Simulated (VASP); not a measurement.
Set up this calculation in VASP 6.6.1, as the native input.

```
Task                   : relaxation of cell and atoms
Functional             : PBE
Potentials or basis    : VASP PAW PBE potentials, release 64 (Co, O)
Cutoff                 : 600 eV
k mesh                 : 9 × 9 × 9
Occupations            : fermi-dirac, width 0.05 eV
Spin                   : collinear spin, ferromagnetic start
Starting moments       : [2.0, 0.0] μB
Target pressure        : 30 GPa
Further INCAR settings : ALGO = Normal; EDIFF = 1e-06; IBRION = 2; EDIFFG = -0.02; NSW = 40; ISIF = 3
Target pressure        : 30 GPa
```

The structure of CoO lies in POSCAR:

```
CoO
1.0
   -1.5080004400      1.5080004400      2.1072503600
    1.5080004400     -1.5080004400      2.1072503600
    1.5080004400      1.5080004400     -2.1072503600
Co O
1 1
Direct
    0.0000000000      0.0000000000      0.0000000000
    0.5000000000      0.5000000000      0.0000000000
```

The input as run:

INCAR

```
SYSTEM = CoO
PREC = Accurate ; ENCUT = 600
EDIFF = 1E-6 ; ISMEAR = -1
SIGMA = 0.05 ; LREAL = .FALSE.
LASPH = .TRUE. ; NELM = 100
ALGO = Normal ; ISIF = 3
LWAVE = .FALSE. ; LCHARG = .FALSE.
ISPIN = 2 ; MAGMOM = 2 0
LORBIT = 11 ; LMAXMIX = 4
GGA = PE ; IBRION = 2
NSW = 40 ; EDIFFG = -0.02
PSTRESS = 300
```

KPOINTS

```
regular mesh
0
G
  9 9 9
  0 0 0
```

Potentials or basis: VASP PAW PBE potentials, release 64 (Co, O).

Command:

```sh
$ cat potpaw_PBE.64/Co/POTCAR potpaw_PBE.64/O/POTCAR > POTCAR
$ mpirun -np 1 vasp_std > vasp.out
```

Results of the run:

- Relaxed volume: 8.18 Å³/atom
- Relaxed cell: a = 2.849 Å, b = 2.849 Å, c = 2.849 Å, α = 119.99°, β = 119.99°, γ = 90.01°
- Space group after relaxing (to 0.05 Å): Fm-3m (No. 225)
- Energy change on relaxing (the enthalpy is what falls): +114.7 meV/atom
- Ionic steps: 8
- Pressure after relaxing: 30.0 GPa
- Band gap on the k mesh: none (metal or under the smearing width)
- Net moment: 1.98 μB per cell
- Site moments: Co +1.83; O +0.12 μB
- Valence electrons inside the program's atomic spheres: Co 8.17; O 5.04

Caveat: the cell is relaxed towards a set pressure, so the enthalpy falls and the energy may rise; a cell with one magnetic atom can't hold antiferromagnetic order, which such compounds often take; semilocal functionals often make such compounds metallic where correlation or magnetic order opens a gap, which also shifts bond lengths.

Run time: 3.8 min on 1 thread of AMD EPYC 7R13 Processor (Zen 3), on a shared host, peak memory 0.16 GiB.
